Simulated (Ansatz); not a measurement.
## VH2: relaxation of cell and atoms with r2SCAN+D3(BJ)

Crystal: VH2.

```
V H
1.0
     0.00000    2.13550    2.13550
     2.13550    0.00000    2.13550
     2.13550    2.13550    0.00000
V H
1 2
Cartesian
  0.0000 0.0000 0.0000
  3.2032 3.2032 3.2032
  1.0677 1.0677 1.0677
```

```
Program             : Ansatz 0.2.0
Task                : relaxation of cell and atoms
Functional          : r2SCAN
Dispersion          : D3(BJ)
Potentials or basis : Ansatz PAW
Cutoff              : 500 eV (not typed: the program's choice for these potentials)
k mesh              : 11 × 11 × 11
Occupations         : fermi-dirac, width 0.05 eV
Spin                : collinear spin, ferromagnetic start
Starting moments    : [2.0, 0.0, 0.0] μB
```

| Property | Result |
| --- | --- |
| Relaxed volume | 6.01 Å³/atom |
| Relaxed cell | a = 2.943 Å, b = 2.943 Å, c = 2.943 Å, α = 60.00°, β = 60.00°, γ = 60.00° |
| Space group after relaxing (to 0.05 Å) | Fm-3m (No. 225) |
| Energy gained by relaxing | 17.0 meV/atom |
| Ionic steps | 7 |
| Pressure after relaxing | 0.0 GPa |
| Band gap on the k mesh | none (metal or under the smearing width) |
| Net moment | -0.12 μB per cell |
| Absolute moment | 0.13 μB per cell |
| Site moments | V -0.08; H +0.00 μB |

Step by step:
| step | energy change (eV) | largest force (eV/Å) | volume (Å³) |
| --- | --- | --- | --- |
| 1 | 0.0000 | 0.0000 | 19.48 |
| 2 | -0.0317 | 0.0000 | 18.73 |
| 3 | -0.0497 | 0.0000 | 18.26 |
| 4 | -0.0518 | 0.0000 | 17.96 |
| 5 | -0.0518 | 0.0000 | 18.01 |
| 6 | -0.0518 | 0.0000 | 18.02 |
| 7 | -0.0509 | 0.0000 | 18.02 |

Final structure:
```
V H
1.0
     0.00000    2.08068    2.08068
     2.08068    0.00000    2.08068
     2.08068    2.08068    0.00000
V H
1 2
Direct
  0.00000 0.00000 0.00000
  0.75000 0.75000 0.75000
  0.25000 0.25000 0.25000
```

Levels at points of the mesh, in eV from the Fermi level:
Spin up:
```
           k point  band 4  band 5  band 6  band 7  band 8  band 9  band 10  band 11
(0.00, 0.00, 0.00)  -39.66  -12.54   -1.04   -1.04   -1.04    0.92     0.99     0.99
```
Spin down:
| k point | band 4 | band 5 | band 6 | band 7 | band 8 | band 9 | band 10 | band 11 | band 12 | band 13 |
| --- | --- | --- | --- | --- | --- | --- | --- | --- | --- | --- |
| (0.00, 0.00, 0.00) | -39.80 | -12.55 | -1.06 | -1.06 | -1.06 | 0.68 | 0.68 | 0.93 | 17.25 | 18.68 |

Wall time 35 s on 2 threads of Arm Neoverse V1 (shared host), peak memory 0.37 GiB.

Caveat: the magnetic or orbital state may not be the lowest; the plane-wave basis is chosen anew once the cell has moved, so the energies of steps on either side of that aren't comparable; pairwise dispersion overbinds metals, which lowers pressure and volume; the PAW data sets come from PBE, with cores solved anew for the run's functional, which leaves a small shift of forces and pressure; the dispersion damping was fitted for another functional or another form of the correction; the starting moments weren't kept.
